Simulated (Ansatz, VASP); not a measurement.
This is a calculation of ZnS for Ansatz 0.2.0. 

The input input.yaml:

```yaml
crystal:
  lattice:
    - [0.0, 2.702, 2.702]
    - [2.702, 0.0, 2.702]
    - [2.702, 2.702, 0.0]
  atoms:
    - { symbol: Zn, position: [0.75, 0.75, 0.75] }
    - { symbol: S, position: [0.0, 0.0, 0.0] }
kpoints:
  mp_grid: { grid: [9, 9, 9] }
scf:
  occupations: { method: fermi_dirac, width: 0.05 }
hamiltonian:
  xc: pbe
  dispersion: d3bj
  pseudopotentials: { kind: all_electron, lapw: { basis_error: 0.001 } }
output:
  forces: true
  stress: true
relax:
  f_tol: 0.005
  max_steps: 60
  cell: {}
```

Potentials or basis: all-electron LAPW, scalar-relativistic.

Command:

```console
$ ansatz run input.yaml --threads 1 --pin off --max-ram 3072MiB --backend cpu --events-out ev --progress --plain --runs-dir out
```

**Question.** Translate it to VASP 6.6.1. Potentials or basis there: PBE PAW files S, Zn, 600 eV.

**Answer.** As run (cutoffs and basis follow the program's own potentials, and thresholds, step limits or extra output files can differ):

File INCAR:

```
SYSTEM = ZnS
PREC = Accurate
ENCUT = 600
EDIFF = 1E-6
ISMEAR = -1
SIGMA = 0.05
LREAL = .FALSE.
LASPH = .TRUE.
NELM = 80
ALGO = Normal
ISIF = 3
LWAVE = .FALSE.
LCHARG = .FALSE.
GGA = PE
IVDW = 12
IBRION = 2
NSW = 40
EDIFFG = -0.005
```

File KPOINTS:

```
Automatic mesh
0
G
  9 9 9
  0 0 0
```

File POSCAR:

```
ZnS
1.0
    0.0000000000      2.7020000000      2.7020000000
    2.7020000000      0.0000000000      2.7020000000
    2.7020000000      2.7020000000      0.0000000000
Zn S
1 1
Direct
    0.7500000000      0.7500000000      0.7500000000
    0.0000000000      0.0000000000      0.0000000000
```

Potentials or basis: VASP PAW PBE potentials, release 64 (Zn, S).

Run with:

```bash
$ cat potpaw_PBE.64/Zn/POTCAR potpaw_PBE.64/S/POTCAR > POTCAR
$ mpirun -np 1 vasp_std > vasp.out
```

Both were run:

|  | Ansatz | VASP |
| --- | --- | --- |
| Relaxed volume | 19.42 Å³/atom | 19.47 Å³/atom |
| Relaxed cell | a = 3.801 Å, b = 3.801 Å, c = 3.801 Å, α = 60.00°, β = 60.00°, γ = 60.00° | a = 3.805 Å, b = 3.805 Å, c = 3.805 Å, α = 60.00°, β = 60.00°, γ = 60.00° |
| Space group after relaxing | F-43m (No. 216) | F-43m (No. 216) |
| Pressure after relaxing | 0.0 GPa | 0.0 GPa |

Where Ansatz's input types no cutoff or centring, it takes its own default and a Γ-centred mesh.

Pressure is positive in compression.
